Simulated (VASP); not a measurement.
# ZrC2 (P4/nmm) in VASP: notebook

Runs on ZrC2. Level: PBE. Tasks: single point, relaxation of cell and atoms.

Everything below comes from runs of VASP 6.6.1. Logs are shortened: lines on timing, memory, paths and dates and some standing lists are left out, and cuts for length are marked.

**1. The cell of the first run**

It takes space group P4/nmm (No. 129, tetragonal). The conventional cell has a = 3.215 Å, b = 3.215 Å, c = 6.385 Å, α = 90.00°, β = 90.00°, γ = 90.00°. Around Zr (site symmetry 4mm) lie 9 C at 2.30 to 2.45 Å. C (site symmetry 4mm) is surrounded by 5 Zr at 2.30 to 2.35 Å. Around C (site symmetry -4m2) lie 4 C at 2.27 Å and 4 Zr at 2.45 Å.

The cell was built by a generator and needn't be a form met in nature.

**2. Single point, PBE (species swapped into the ErTe2 type (P4/nmm, No. 129))**

The input, INCAR:

```
ALGO     = Normal         # electronic algorithm
EDIFF    = 1E-6           # SCF threshold, eV
ENCUT    = 520            # plane-wave cutoff, eV
GGA      = PE             # functional
ISIF     = 2              # what is computed and relaxed
ISMEAR   = 0              # smearing method
LASPH    = T              # aspherical terms in the spheres
LCHARG   = F              # write CHGCAR
LREAL    = F              # projectors in reciprocal space
LWAVE    = F              # write WAVECAR
NBANDS   = 29             # bands
NELM     = 100            # most SCF steps
PREC     = Accurate       # precision mode
SIGMA    = 0.1            # smearing width, eV
```

The input, KPOINTS:

```
k-points
0
Gamma
  6 6 4
```

The input, POSCAR:

```
ZrC2
1.0
    3.2147475156      0.0000000000      0.0000000000
    0.0000000000      3.2147475156      0.0000000000
    0.0000000000      0.0000000000      6.3847318866
Zr C
2 4
Direct
    0.0000000000      0.5000000000      0.7102284973
    0.5000000000      0.0000000000      0.2897715027
    0.0000000000      0.5000000000      0.3426295992
    0.5000000000      0.0000000000      0.6573704008
    0.0000000000      0.0000000000      0.0000000000
    0.5000000000      0.5000000000      0.0000000000
```

Potentials or basis: VASP PAW PBE potentials, release 64 (Zr_sv, C).

Launch:

```
> cat potpaw_PBE.64/Zr_sv/POTCAR potpaw_PBE.64/C/POTCAR > POTCAR
> mpirun -np 1 vasp_std > vasp.out
```

OUTCAR:

```text
EDIFF = 1E-6
   ENCUT = 520
   GGA = PE
   ISIF = 2
   ISMEAR = 0
   LASPH = T
   LREAL = F
   NELM = 100
   PREC = Accurate

 ion  position               nearest neighbor table
   1  0.000  0.500  0.710-   4 2.30   4 2.30   4 2.30   4 2.30   3 2.35   5 2.45   6 2.45   6 2.45
                             5 2.45   2 3.52   2 3.52   2 3.52   2 3.52
   2  0.500  0.000  0.290-   3 2.30   3 2.30   3 2.30   3 2.30   4 2.35   6 2.45   6 2.45   5 2.45
                             5 2.45   1 3.52   1 3.52   1 3.52   1 3.52
   3  0.000  0.500  0.343-   2 2.30   2 2.30   2 2.30   2 2.30   1 2.35
   4  0.500  0.000  0.657-   1 2.30   1 2.30   1 2.30   1 2.30   2 2.35
   5  0.000  0.000  0.000-   1 2.45   2 2.45   1 2.45   2 2.45
   6  0.500  0.500  0.000-   1 2.45   2 2.45   2 2.45   1 2.45

  LATTYP: Found a simple tetragonal cell.
 ALAT       =     3.2147475156
 C/A-ratio  =     1.9860756889

  Lattice vectors:

 A1 = (   3.2147475156,   0.0000000000,   0.0000000000)
 A2 = (   0.0000000000,   3.2147475156,   0.0000000000)
 A3 = (   0.0000000000,   0.0000000000,   6.3847318866)

Analysis of symmetry for initial positions (statically):
=====================================================================
 Subroutine PRICEL returns:
 Original cell was already a primitive cell.

 Routine SETGRP: Setting up the symmetry group for a
 simple tetragonal supercell.

 Subroutine GETGRP returns: Found 16 space group operations
 (whereof  8 operations were pure point group operations)
 out of a pool of 16 trial point group operations.

The static configuration has the point symmetry D_2d.
 The point group associated with its full space group is D_4h.

Analysis of symmetry for dynamics (positions and initial velocities):
=====================================================================
 Subroutine PRICEL returns:
 Original cell was already a primitive cell.

 Routine SETGRP: Setting up the symmetry group for a
 simple tetragonal supercell.

 Subroutine GETGRP returns: Found 16 space group operations
 (whereof  8 operations were pure point group operations)
 out of a pool of 16 trial point group operations.

The dynamic configuration has the point symmetry D_2d.
 The point group associated with its full space group is D_4h.

 Subroutine INISYM returns: Found 16 space group operations
 (whereof  8 operations are pure point group operations),
 and found     1 'primitive' translations

----------------------------------------------------------------------------------------

                                     Primitive cell

  volume of cell :      65.9837

  direct lattice vectors                    reciprocal lattice vectors
     3.214747516  0.000000000  0.000000000     0.311066420  0.000000000  0.000000000
     0.000000000  3.214747516  0.000000000     0.000000000  0.311066420  0.000000000
     0.000000000  0.000000000  6.384731887     0.000000000  0.000000000  0.156623648

  length of vectors
     3.214747516  3.214747516  6.384731887     0.311066420  0.311066420  0.156623648

  position of ions in fractional coordinates (direct lattice)
     0.000000000  0.500000000  0.710228497
     0.500000000  0.000000000  0.289771503
     0.000000000  0.500000000  0.342629599
     0.500000000  0.000000000  0.657370401
     0.000000000  0.000000000  0.000000000
     0.500000000  0.500000000  0.000000000

  ion indices of the primitive-cell ions
   primitive index   ion index
                 1           1
                 2           2
                 3           3
                 4           4
                 5           5
                 6           6

----------------------------------------------------------------------------------------

 KPOINTS: k-points

Automatic generation of k-mesh.
 Grid dimensions read from file:
 generate k-points for:    6    6    4

 Generating k-lattice:

  Cartesian coordinates                     Fractional coordinates (reciprocal lattice)
     0.051844403  0.000000000  0.000000000     0.166666667  0.000000000  0.000000000
     0.000000000  0.051844403  0.000000000     0.000000000  0.166666667  0.000000000
     0.000000000  0.000000000  0.039155912     0.000000000  0.000000000  0.250000000

  Length of vectors
     0.051844403  0.051844403  0.039155912

  Shift w.r.t. Gamma in fractional coordinates (k-lattice)
     0.000000000  0.000000000  0.000000000

 Subroutine IBZKPT returns following result:
 ===========================================

 Found     30 irreducible k-points:

 Following reciprocal coordinates:
            Coordinates               Weight
  0.000000  0.000000  0.000000      1.000000
  0.166667  0.000000  0.000000      4.000000
  0.333333  0.000000  0.000000      4.000000
  0.500000  0.000000  0.000000      2.000000
  0.166667  0.166667  0.000000      4.000000
  0.333333  0.166667  0.000000      8.000000
[... 16 lines left out ...]
  0.333333  0.000000  0.500000      4.000000
  0.500000  0.000000  0.500000      2.000000
 [... further k-points ...]
   k-points           NKPTS =     30   k-points in BZ     NKDIM =     30   number of bands    NBANDS=     29
   number of dos      NEDOS =    301   number of ions     NIONS =      6
   total plane-waves  NPLWV =  27648
   dimension x,y,z NGX =    24 NGY =   24 NGZ =   48
   dimension x,y,z NGXF=    48 NGYF=   48 NGZF=   96
   ions per type =               2   4
   NGX,Y,Z   is equivalent  to a cutoff of  12.41, 12.41, 12.50 a.u.
   NGXF,Y,Z  is equivalent  to a cutoff of  24.82, 24.82, 25.00 a.u.
 SYSTEM =  unknown system
   PREC   = accura    normal or accurate (medium, high low for compatibility)
   ISTART =      0    job   : 0-new  1-cont  2-samecut
   ICHARG =      2    charge: 1-file 2-atom 10-const
   ISPIN  =      1    spin polarized calculation?
   LNONCOLLINEAR =      F non collinear calculations
   LSORBIT =      F    spin-orbit coupling
   LASPH  =      T    aspherical Exc in radial PAW
   ENCUT  =  520.0 eV  38.22 Ry    6.18 a.u.   5.98  5.98 11.87*2*pi/ulx,y,z
   NELM   =    100;   NELMIN=  2; NELMDL= -5     # of ELM steps
   EDIFF  = 0.1E-05   stopping-criterion for ELM
   LREAL  =      F    real-space projection
   EDIFFG = 0.1E-04   stopping-criterion for IOM
   NSW    =      0    number of steps for IOM
   IBRION =     -1    ionic relax: 0-MD 1-quasi-New 2-CG
   NFREE  =      0    steps in history (QN), initial steepest desc. (CG)
   ISIF   =      2    stress and relaxation
   ISYM   =      2    0-nonsym 1-usesym 2-fastsym
   POTIM  = 0.5000    time-step for ionic-motion
   TEBEG  =    0.0;   TEEND  =   0.0 temperature during run
   PSTRESS=    0.0 pullay stress
   NELECT =      40.0000    total number of electrons
   NUPDOWN=      -1.0000    fix difference up-down
   EMIN   =  10.00;   EMAX   =-10.00  energy-range for DOS
   EFERMI =   0.00;   METHOD = LEGACY
   ISMEAR =     0;   SIGMA  =   0.10  broadening in eV -4-tet -1-fermi 0-gaus
   EFERMI_NEDOS =   21; number of points for ismear=-14 and -15
   IALGO  =     38    algorithm
   IMIX   =      4    mixing-type and parameters
     AMIX     =   0.40;   BMIX     =  1.00
     AMIX_MAG =   1.60;   BMIX_MAG =  1.00
  volume/ion in A,a.u.               =      11.00        74.21
  Fermi-wavevector in a.u.,A,eV,Ry     =   1.385530  2.618273 26.119025  1.919694
  Thomas-Fermi vector in A             =   2.509932
   LORBIT       =      0    0 simple, 1 ext, 2 COOP (PROOUT), +10 PAW based schemes
   GGA     = PE    functional components
   LHFCALC =     F    Hartree Fock is set to
   AEXX    =    0.0000 exact exchange contribution
   IVDW    =     0    specifies the selected vdW correction
   LEPSILON=     F    determine dielectric tensor
   LRPA    =     F    only Hartree local field effects (RPA)
 non-spin polarized calculation
 Gauss-broadening in eV      SIGMA  =   0.10
  energy-cutoff  :      520.00
  volume of cell :       65.98
 maximum number of plane-waves:      1808
 NGX is ok and might be reduce to    24
   NGX = 11   NGY = 11   NGZ = 23

 number of electron      39.9999999 magnetization

 Free energy of the ion-electron system (eV)
  ---------------------------------------------------
  ext. energy  EPLUGINS =         0.00000000
  ---------------------------------------------------
  free energy    TOTEN  =       -48.44984514 eV

  energy without entropy =      -48.42954736  energy(sigma->0) =      -48.43969625

 E-fermi :   8.8142     XC(G=0): -12.2892

 val. band max:        8.7845108578   @ k =   0.3333   0.3333   0.5000
 cond. band min:       8.8196509362   @ k =   0.5000   0.5000   0.5000
 fundamental gap:      0.0351400784
 Fermi energy:         8.8141866743

 k-point     1 :       0.0000    0.0000    0.0000
  band No.  band energies     occupation
      1     -38.9306      2.00000
      2     -38.8908      2.00000
      3     -17.3823      2.00000
      4     -16.9788      2.00000
      5     -16.8266      2.00000
      6     -16.8266      2.00000
[... 21 lines left out ...]
     28      13.5107      0.00000
     29      14.4731      0.00000

 k-point     2 :       0.1667    0.0000    0.0000
  band No.  band energies     occupation
      1     -38.9148      2.00000
      2     -38.8803      2.00000
      3     -17.3400      2.00000
      4     -17.0471      2.00000
      5     -16.9297      2.00000
      6     -16.9190      2.00000
[... 21 lines left out ...]
     28      13.7547      0.00000
     29      14.3319      0.00000

 k-point     3 :       0.3333    0.0000    0.0000
  band No.  band energies     occupation
      1     -38.8810      2.00000
      2     -38.8610      2.00000
      3     -17.3368      2.00000
      4     -17.3354      2.00000
      5     -17.1534      2.00000
      6     -16.9843      2.00000
[... 21 lines left out ...]
     28      13.9977      0.00000
     29      14.3988      0.00000

 k-point     4 :       0.5000    0.0000    0.0000
  band No.  band energies     occupation
      1     -38.8577      2.00000
      2     -38.8577      2.00000
      3     -17.4766      2.00000
      4     -17.4766      2.00000
      5     -17.0641      2.00000
      6     -17.0641      2.00000
[... 21 lines left out ...]
     28      14.3450      0.00000
     29      14.8807      0.00000

 k-point     5 :       0.1667    0.1667    0.0000
  band No.  band energies     occupation
      1     -38.8994      2.00000
      2     -38.8695      2.00000
      3     -17.2998      2.00000
      4     -17.0451      2.00000
      5     -16.9695      2.00000
      6     -16.9277      2.00000
[... 21 lines left out ...]
     28      14.1533      0.00000
     29      14.5738      0.00000
[... 510 lines left out ...]
     28      13.1666      0.00000
     29      14.2543      0.00000

 k-point    22 :       0.1667    0.0000    0.5000
  band No.  band energies     occupation
      1     -38.9126      2.00000
      2     -38.8825      2.00000
      3     -17.2740      2.00000
      4     -17.1154      2.00000
      5     -16.9358      2.00000
      6     -16.9156      2.00000
[... 21 lines left out ...]
     28      14.4013      0.00000
     29      14.5811      0.00000

 k-point    23 :       0.3333    0.0000    0.5000
  band No.  band energies     occupation
      1     -38.8797      2.00000
      2     -38.8623      2.00000
      3     -17.3621      2.00000
      4     -17.3571      2.00000
      5     -17.0884      2.00000
      6     -17.0002      2.00000
[... 21 lines left out ...]
     28      14.4363      0.00000
     29      14.8942      0.00000

 k-point    24 :       0.5000    0.0000    0.5000
  band No.  band energies     occupation
      1     -38.8577      2.00000
      2     -38.8577      2.00000
      3     -17.4991      2.00000
      4     -17.4991      2.00000
      5     -17.0390      2.00000
      6     -17.0390      2.00000
[... 21 lines left out ...]
     28      14.6495      0.00000
     29      15.0862      0.00000

 [... further k-points ...]

------------------------ aborting loop because EDIFF is reached ----------------------------------------

  FORCE on cell =-STRESS in cart. coord.  units (eV):
  Direction    XX          YY          ZZ          XY          YZ          ZX
  --------------------------------------------------------------------------------------
  -------------------------------------------------------------------------------------
  Total        0.1100085      0.1100085      0.0501527      0.0000000      0.0000000      0.0000000
  in kB        2.6711622      2.6711622      1.2177800      0.0000000      0.0000000      0.0000000
  external PRESSURE =       2.1867015 kB  Pullay stress =       0.0000000 kB

 VOLUME and BASIS-vectors are now :
 -----------------------------------------------------------------------------
  energy-cutoff  :      520.00
  volume of cell :       65.98
      direct lattice vectors                 reciprocal lattice vectors
     3.214747516  0.000000000  0.000000000     0.311066420  0.000000000  0.000000000
     0.000000000  3.214747516  0.000000000     0.000000000  0.311066420  0.000000000
     0.000000000  0.000000000  6.384731887     0.000000000  0.000000000  0.156623648

 POSITION                                       TOTAL-FORCE (eV/Angst)
 -----------------------------------------------------------------------------------
      0.00000      1.60737      4.53462         0.000000      0.000000     -0.013247
      1.60737      0.00000      1.85011        -0.000000      0.000000      0.013247
      0.00000      1.60737      2.18760        -0.000000     -0.000000      0.005223
      1.60737      0.00000      4.19713        -0.000000      0.000000     -0.005223
      0.00000      0.00000      0.00000        -0.000000      0.000000     -0.000000
      1.60737      1.60737      0.00000        -0.000000      0.000000     -0.000000
 -----------------------------------------------------------------------------------
    total drift:                                0.000000     -0.000000      0.000000

  FREE ENERGIE OF THE ION-ELECTRON SYSTEM (eV)
  ---------------------------------------------------
  free  energy   TOTEN  =       -48.4498451393 eV

  energy  without entropy=      -48.4295473556  energy(sigma->0) =      -48.43969625
```

It took 38 s on 1 thread of Intel Xeon Platinum 8259CL at 2.50GHz (Skylake/Cascade Lake), shared host; peak memory 0.19 GiB.

What came out:

- Free energy: -48.4498 eV
- Pressure: 0.2 GPa
- Largest force: 0.013 eV/Å
- Band gap on the k mesh: none (metal or under the smearing width)

Forces on the atoms (eV/Å):
```
Zr   0.000  0.000 -0.013
Zr   0.000  0.000  0.013
C    0.000  0.000  0.005
C    0.000  0.000 -0.005
C    0.000  0.000  0.000
C    0.000  0.000  0.000
```

Stress tensor (GPa, compression positive):
```
0.27 0.00 0.00
0.00 0.27 0.00
0.00 0.00 0.12
```

**3. Relaxation of cell and atoms, PBE (species swapped into the ErTe2 type (P4/nmm, No. 129))**

The input, INCAR:

```
SYSTEM = ZrC2
PREC = Accurate
ENCUT = 600
EDIFF = 1E-7
ISMEAR = 0
SIGMA = 0.1
LREAL = .False.
LASPH = .True.
NELM = 100
ALGO = Normal
ISIF = 3
LWAVE = .False.
LCHARG = .False.
GGA = PE
IBRION = 2
NSW = 90
EDIFFG = -0.04
```

The input, KPOINTS:

```
regular mesh
0
Gamma
  6 6 4
  0 0 0
```

The input, POSCAR:

```
ZrC2
1.0
    3.4019444700      0.0000000000      0.0000000000
    0.0000000000      3.4019444700      0.0000000000
    0.0000000000      0.0000000000      6.8008976900
Zr C
2 4
Direct
    0.0000000000      0.5000000000      0.7290390100
    0.5000000000      0.0000000000      0.2709609900
    0.0000000000      0.5000000000      0.3727150000
    0.5000000000      0.0000000000      0.6272850000
    0.0000000000      0.0000000000      0.0000000000
    0.5000000000      0.5000000000      0.0000000000
```

Potentials or basis: VASP PAW PBE potentials, release 64 (Zr_sv, C).

Launch:

```
> cat potpaw_PBE.64/Zr_sv/POTCAR potpaw_PBE.64/C/POTCAR > POTCAR
> mpirun -np 1 vasp_std > vasp.out
```

It took 11 min on 1 thread of Intel Xeon Platinum 8259CL at 2.50GHz (Skylake/Cascade Lake), shared host; peak memory 0.24 GiB.

The run converged. Its results:

| Quantity | Value |
| --- | --- |
| Free energy | -48.4644 eV |
| Relaxed volume | 11.00 Å³/atom |
| Relaxed cell | a = 3.219 Å, b = 3.219 Å, c = 6.371 Å, α = 90.00°, β = 90.00°, γ = 90.00° |
| Space group after relaxing (to 0.05 Å) | P4/nmm (No. 129) |
| Energy gained by relaxing | 251.1 meV/atom |
| Ionic steps | 16 |
| Pressure after relaxing | 0.0 GPa |
| Largest force after relaxing | 0.013 eV/Å |
| Band gap on the k mesh | none (metal or under the smearing width) |

Forces in eV/Å, atoms in the order of the input:
```
Zr   0.000  0.000  0.000
Zr   0.000  0.000  0.000
C    0.000  0.000  0.013
C    0.000  0.000 -0.013
C    0.000  0.000  0.000
C    0.000  0.000  0.000
```

Stress tensor (GPa, compression positive):
```
-0.06  0.00  0.00
 0.00 -0.06  0.00
 0.00  0.00  0.08
```

The path:
| step | energy change (eV) | largest force (eV/Å) | pressure (GPa) | volume (Å³) |
| --- | --- | --- | --- | --- |
| 1 | 0.0000 | 1.2597 | -24.50 | 78.71 |
| 2 | -0.5743 | 0.9611 | 34.28 | 57.98 |
| 3 | -1.2641 | 1.2053 | 1.49 | 65.68 |
| 4 | -1.2644 | 1.1992 | 2.26 | 65.44 |
| 5 | -1.4166 | 0.4847 | 2.32 | 65.44 |
| 6 | -1.4241 | 0.4239 | 2.57 | 65.43 |
| 7 | -1.4442 | 0.3449 | -2.38 | 67.06 |
| 8 | -1.4446 | 0.3537 | -1.75 | 66.84 |
| 9 | -1.4675 | 0.2567 | -1.25 | 66.66 |
| 10 | -1.4947 | 0.1637 | 0.44 | 66.11 |
| 11 | -1.4954 | 0.1413 | 0.19 | 66.19 |
| 12 | -1.5047 | 0.0682 | -0.55 | 66.26 |
| 13 | -1.5054 | 0.0603 | -0.77 | 66.27 |
| 14 | -1.5043 | 0.0179 | 1.46 | 65.52 |
| 15 | -1.5063 | 0.0444 | 0.12 | 65.97 |
| 16 | -1.5066 | 0.0131 | -0.02 | 66.00 |

Final structure:
```cif
data_structure
_symmetry_space_group_name_H-M 'P 1'
_symmetry_Int_Tables_number 1
_cell_length_a 3.2186
_cell_length_b 3.2186
_cell_length_c 6.3708
_cell_angle_alpha 90.000
_cell_angle_beta 90.000
_cell_angle_gamma 90.000
_cell_volume 66.00
loop_
_atom_site_label
_atom_site_type_symbol
_atom_site_fract_x
_atom_site_fract_y
_atom_site_fract_z
_atom_site_occupancy
Zr1 Zr 0.00000 0.50000 0.71001 1
Zr2 Zr 0.50000 0.00000 0.28999 1
C1 C 0.00000 0.50000 0.34205 1
C2 C 0.50000 0.00000 0.65795 1
C3 C 0.00000 0.00000 0.00000 1
C4 C 0.50000 0.50000 0.00000 1
```

Levels at points of the mesh, in eV from the Fermi level:
| k point | band 17 | band 18 | band 19 | band 20 | band 21 | band 22 | band 23 | band 24 |
| --- | --- | --- | --- | --- | --- | --- | --- | --- |
| (0.00, 0.00, 0.00) | -1.85 | -0.63 | -0.63 | 0.37 | 0.96 | 0.96 | 2.63 | 3.45 |
| (0.50, 0.00, 0.00) | -2.11 | -2.11 | -0.18 | -0.18 | 0.88 | 0.88 | 1.37 | 1.37 |
| (0.50, 0.50, 0.00) | -2.23 | -2.23 | -1.28 | -1.28 | 0.30 | 0.30 | 4.69 | 4.69 |
| (0.00, 0.00, 0.50) | -0.97 | -0.78 | -0.78 | 0.85 | 1.12 | 1.12 | 1.46 | 3.67 |
| (0.50, 0.00, 0.50) | -2.59 | -2.59 | -0.07 | -0.07 | 0.22 | 0.22 | 2.18 | 2.18 |
| (0.50, 0.50, 0.50) | -2.06 | -2.06 | 0.02 | 0.02 | 0.08 | 0.08 | 5.57 | 5.57 |

Caveat: the volume moved by over 15 % at a fixed basis, so the end points are rough.
